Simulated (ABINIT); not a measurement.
Runs of ABINIT 10.8.3 (patched build) on Sb. It takes space group R-3m (No. 166, trigonal). The conventional cell has a = 4.308 Å, b = 4.308 Å, c = 11.274 Å, α = 90.00°, β = 90.00°, γ = 120.00°. Sb (site symmetry 3m) is surrounded by 3 Sb at 2.91 Å. 

```tsv
task	level	k mesh	mesh quality	gap on the mesh (eV)	pressure (GPa)	largest force (eV/Å)
single point	PBEsol	5 × 5 × 5	not flagged	0.38	(b)	0.01
band structure	BP86	8 × 8 × 8	not flagged	none	3.3	0.13
single point	PBE	10 × 10 × 10	not flagged	none	2.6	0.20
single point	PBE	3 × 3 × 3	coarse	(a)	3.4	(c)
band structure	rPW86PBE	8 × 8 × 8	not flagged	none	6.3	0.17
```

Alike in all rows: potentials or basis JTH PAW PBE v2.0; no spin polarisation; cell as given; cutoff (eV) 435; smearing fermi-dirac 0.05 eV.

**Question.** Estimate the missing entries.

**Answer.** (a) 1.29; (b) -0.1; (c) 0.11.

Caveats: some runs use coarse meshes; spin-orbit coupling is left out, which moves the levels of the heavy elements (some runs); the PAW data sets were made with another functional, which shifts forces and pressure a little (some runs); an odd mesh through Γ misses points on the zone boundary, where band edges often lie (some runs).

A k mesh can miss the band edges, and the runs leave out spin-orbit coupling on Sb.

A gap of «none» marks a metal or a gap under the smearing width.
